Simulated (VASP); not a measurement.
**A VASP 6.6.1 single-point calculation on Ge**

INCAR

```
ISPIN = 2
MAGMOM = 2 -2
LWAVE = .FALSE.
NSW = 0
NELM = 79
LCHARG = .FALSE.
NBANDS = 21
PREC = Accurate
ISIF = 2
LASPH = .TRUE.
SIGMA = 0.02
GGA = PE
IBRION = -1
ISMEAR = -1
LREAL = .FALSE.
ENCUT = 520
EDIFF = 1E-7
```

KPOINTS

```
KPOINTS created by Atomic Simulation Environment
0
Gamma
8 8 8
0 0 0
```

POSCAR

```
Ge
 1.0000000000000000
     0.0000000000000000    2.8368735120999999    2.8652422471999999
     2.8368735120999999    0.0000000000000000    2.8652422471999999
     2.8368735120999999    2.8368735120999999    0.0000000000000000
 Ge
   2
Cartesian
  0.0000000000000000  0.0000000000000000  0.0000000000000000
  1.4184367560500000  1.4184367560500000  1.4326211235999999
```

The recommended PBE PAW datasets give the neutral cell 28 valence electrons.

Command

```
mpirun -np 1 vasp_std
```

OSZICAR

```
N       E                     dE             d eps       ncg     rms          rms(c)
DAV:   1     0.190627648890E+03    0.19063E+03   -0.14541E+04  5586   0.362E+03
DAV:   2     0.207634331080E+02   -0.16986E+03   -0.16456E+03  4976   0.632E+02
DAV:   3    -0.676203301489E+01   -0.27525E+02   -0.27340E+02  5671   0.148E+02
DAV:   4    -0.774176372267E+01   -0.97973E+00   -0.97922E+00  5591   0.316E+01
DAV:   5    -0.775843064959E+01   -0.16667E-01   -0.16666E-01  5676   0.464E+00    0.180E+01
DAV:   6    -0.880894266094E+01   -0.10505E+01   -0.46372E-01  6824   0.202E+01    0.754E+00
DAV:   7    -0.902248794838E+01   -0.21355E+00   -0.23617E-01  6655   0.116E+01    0.139E+00
DAV:   8    -0.901228724879E+01    0.10201E-01   -0.51516E-02  6113   0.398E+00    0.606E-01
DAV:   9    -0.901341519122E+01   -0.11279E-02   -0.12173E-02  6653   0.383E+00    0.150E-01
DAV:  10    -0.901353985444E+01   -0.12466E-03   -0.11669E-03  7748   0.147E+00    0.546E-02
DAV:  11    -0.901388794941E+01   -0.34809E-03   -0.51233E-04  6328   0.844E-01    0.331E-02
DAV:  12    -0.901380298273E+01    0.84967E-04   -0.10886E-04  6663   0.533E-01    0.135E-02
DAV:  13    -0.901380376354E+01   -0.78080E-06   -0.23781E-05  7105   0.745E-02    0.347E-03
DAV:  14    -0.901380489229E+01   -0.11288E-05   -0.22561E-06  5431   0.177E-02    0.214E-03
DAV:  15    -0.901380527126E+01   -0.37898E-06   -0.37051E-07  4422   0.577E-03    0.671E-04
DAV:  16    -0.901380527723E+01   -0.59645E-08   -0.38200E-08  3668   0.302E-03
   1 F= -.90138053E+01 E0= -.90137411E+01  d E =-.128377E-03  mag=     0.0000
```

It converged. Results: pressure 2.3 GPa; magnetic moment of the cell 0.00 μB.

For comparison, a separate PBE run of the intended cell, on usual settings and not on those above, gives a gap of 0.00 eV on its mesh and a pressure of 2.2 GPa.

The run above took about 2 min on one core of a shared host (Intel Xeon Platinum 8488C) and held 0.23 GiB at most.
